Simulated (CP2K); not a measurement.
**CdSe under changes of volume**

One of the cells (28.942 Å³/atom); the others are scaled copies at fixed shape and fractional positions:

```
Cd Se
1.0
     4.34202    0.00000    0.00000
     2.17101    3.76030    0.00000
     2.17101    1.25343    3.54524
Cd Se
1 1
Direct
  0.00000 0.00000 0.00000
  0.25000 0.25000 0.25000
```

Measurements of this composition are mostly on another form, of space group No. 186.

```yaml
Program: CP2K 2026.2
Functional: PBE
Dispersion: D4
Potentials_or_basis: POTENTIAL_UZH Cd GTH-PBE-q12, Se GTH-PBE-q6; TZVP-MOLOPT-PBE-GTH basis
Density_cutoff: 6123 eV
k_mesh: 8 × 8 × 8
Occupations: fermi-dirac, width 0.0259 eV
Spin: no spin polarisation
```

```csv
volume (Å³/atom),energy over the lowest point (meV/atom),pressure (GPa),gap on the mesh (eV)
27.206,16.40,3.4,0.67
27.784,6.55,2.1,0.63
28.363,?,?,?
28.942,0.00,-0.2,0.55
29.521,2.35,-1.1,0.50
30.100,7.92,-2.0,0.46
30.679,16.34,-2.7,0.42
```

Q: What does the run at 28.363 Å³/atom give?

A: Energy over the lowest point 1.26 meV/atom; pressure 0.9 GPa; gap on the mesh 0.59 eV.

Worked out: A Birch-Murnaghan fit of order 3 (a polynomial in V^(-2/3)) to the other rows has its minimum at 28.84 Å³/atom with B0 = V·E''(V) = 51 GPa and B' = 4.8. It gives 1.25 meV/atom at 28.363 Å³/atom, against the run's 1.26, and -dE/dV = 0.9 GPa, against 0.9. A straight line through the other rows of the gap, of slope -2.1 eV per unit of ln V (its deformation potential), gives 0.59 eV, against the run's 0.59.

Energies are extrapolated to zero smearing.

Caveats: the basis of atomic orbitals isn't converged, which shifts pressures, moduli and gaps.

Spin-orbit coupling on Cd, Se is left out.
